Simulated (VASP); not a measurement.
Pt: equation of state with r2SCAN

The system is Pt.

```xyz
1
Lattice="0.0000 1.9724 1.9724 1.9724 0.0000 1.9724 1.9724 1.9724 0.0000" Properties=species:S:1:pos:R:3 pbc="T T T"
Pt    0.0000    0.0000    0.0000
```

```json
{
 "Program": "VASP 6.6.1",
 "Task": "equation of state",
 "Functional": "r2SCAN",
 "Potentials or basis": "VASP PAW PBE potentials, release 64 (Pt)",
 "Cutoff": "520 eV",
 "k mesh": "10 × 10 × 10",
 "Occupations": "fermi-dirac, width 0.05 eV",
 "Spin": "no spin polarisation"
}
```

```yaml
Equilibrium_volume: 15.34 Å³/atom
Bulk_modulus: 272 GPa
Pressure_derivative_of_the_bulk_modulus: "5.7 (rough: it moves with the points fitted)"
```

Energy against volume, from the lowest point:
| volume (Å³/atom) | energy (meV/atom) |
| --- | --- |
| 14.733 | 22.54 |
| 15.040 | 5.32 |
| 15.347 | 0.00 |
| 15.654 | 5.09 |
| 15.961 | 19.29 |

All runs of the series together: 110 s on 1 thread of Intel(R) Xeon(R) Platinum 8375C CPU @ 2.90GHz (Ice Lake), with other jobs on the host.

Caveat: the PAW data sets were made with another functional, which shifts forces and pressure a little. Spin-orbit coupling is left out, which matters for the levels of Pt.
